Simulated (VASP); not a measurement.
A run of VASP 6.6.1 is set up as follows.

File INCAR:

```
PREC = Accurate
ENCUT = 520
EDIFF = 1E-6
ISMEAR = -1
SIGMA = 0.1
LREAL = F
LASPH = T
NELM = 80
ALGO = Normal
ISIF = 2
LWAVE = F
LCHARG = F
GGA = RE
NBANDS = 12
```

Contents of KPOINTS:

```
regular mesh
0
Gamma
  14 14 14
```

POSCAR

```
Nb
1.0
    0.0000000000      2.0610704728      2.0610704728
    2.0610704728      0.0000000000      2.0610704728
    2.0610704728      2.0610704728      0.0000000000
Nb
1
Direct
    0.0000000000      0.0000000000      0.0000000000
```

Potentials or basis: VASP PAW PBE potentials, release 64 (Nb_sv).

Run with:

```console
$ cat potpaw_PBE.64/Nb_sv/POTCAR > POTCAR
$ mpirun -np 1 vasp_std > vasp.out
```

Question: Predict the pressure.

Answer: 14.6 GPa.

Question: Estimate the band gap on the k mesh.

Answer: None (metal or under the smearing width).

Caveat: the PAW data sets were made with another functional, which shifts forces and pressure a little.
